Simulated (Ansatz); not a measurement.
Crystal: Ba.

```
Ba
1.0
     0.00000    3.23267    3.23267
     3.23267    0.00000    3.23267
     3.23267    3.23267    0.00000
Ba
1
Direct
  0.00000 0.00000 0.00000
```

This isn't the form of Ba at room conditions, which is bcc.

```yaml
Program: Ansatz 0.2.0
Task: single point
Functional: PBE
Potentials_or_basis: Ansatz PAW
Cutoff: "420 eV (not typed: the program's choice for these potentials)"
k_mesh: 7 × 7 × 7
Occupations: fermi-dirac, width 0.05 eV
Spin: no spin polarisation
```

On this cell: pressure -0.3 GPa; band gap on the k mesh none (metal or under the smearing width).

The same run follows on a disturbed copy (cell strained at random at fixed volume):

```
Ba
1.0
     0.03420    3.27748    3.27155
     3.18311    0.03534    3.27040
     3.19681    3.29003    0.02165
Ba
1
Direct
  0.00542 0.99204 0.00059
```

What changes?

The energy (extrapolated to zero smearing) moves by +0.8 meV/atom; pressure -0.3 GPa; band gap on the k mesh none (metal or under the smearing width).

Stress tensor (GPa, compression positive):
```
-0.32 -0.15 -0.07
-0.15 -0.36 -0.06
-0.07 -0.06 -0.35
```
